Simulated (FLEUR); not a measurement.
Te2Mo under changes of volume

One of the cells (24.965 Å³/atom); the others are scaled copies at fixed shape and fractional positions:

```
Te Mo
1.0
     3.51820    0.00000    0.00000
    -1.75910    3.04685    0.00000
     0.00000    0.00000   13.97360
Te Mo
4 2
Direct
  0.66667 0.33333 0.37900
  0.33333 0.66667 0.87900
  0.66667 0.33333 0.12100
  0.33333 0.66667 0.62100
  0.66667 0.33333 0.75000
  0.33333 0.66667 0.25000
```

| Quantity | Value |
| --- | --- |
| Program | FLEUR MaX-R8.1 (later development tree) |
| Functional | PBEsol |
| Potentials or basis | all-electron |
| Basis | FLAPW |
| Kmax | 4.5 1/bohr |
| k mesh | 9 × 9 × 2 |
| Occupations | fermi-dirac, width 0.05 eV |
| Spin | no spin polarisation |

| volume (Å³/atom) | energy over the lowest point (meV/atom) | gap on the mesh (eV) |
| --- | --- | --- |
| 23.467 | ? | ? |
| 23.966 | 6.78 | 0.73 |
| 24.466 | 0.00 | 0.75 |
| 24.965 | 0.25 | 0.76 |
| 25.464 | 6.66 | 0.77 |
| 25.963 | 18.64 | 0.78 |
| 26.463 | 35.54 | 0.79 |

Problem. What does the run at 23.467 Å³/atom give?

Solution. Energy over the lowest point 21.34 meV/atom; gap on the mesh 0.72 eV.

Worked out: A Birch-Murnaghan fit of order 3 (a polynomial in V^(-2/3)) to the other rows has its minimum at 24.70 Å³/atom with B0 = V·E''(V) = 105 GPa and B' = 4.8 at fixed shape and positions, which overstates the stiffness. It gives 21.40 meV/atom at 23.467 Å³/atom, against the run's 21.34. A straight line through the other rows of the gap, of slope 0.578 eV per unit of ln V, extrapolates to 0.72 eV, against the run's 0.72.

Energies are extrapolated to zero smearing.

Caveats: spin-orbit coupling is left out, which moves the levels of the heavy elements; an odd mesh through Γ misses points on the zone boundary, where band edges often lie; this functional lacks dispersion, which binds the layers, so the pressure and a relaxed spacing across them are unreliable.
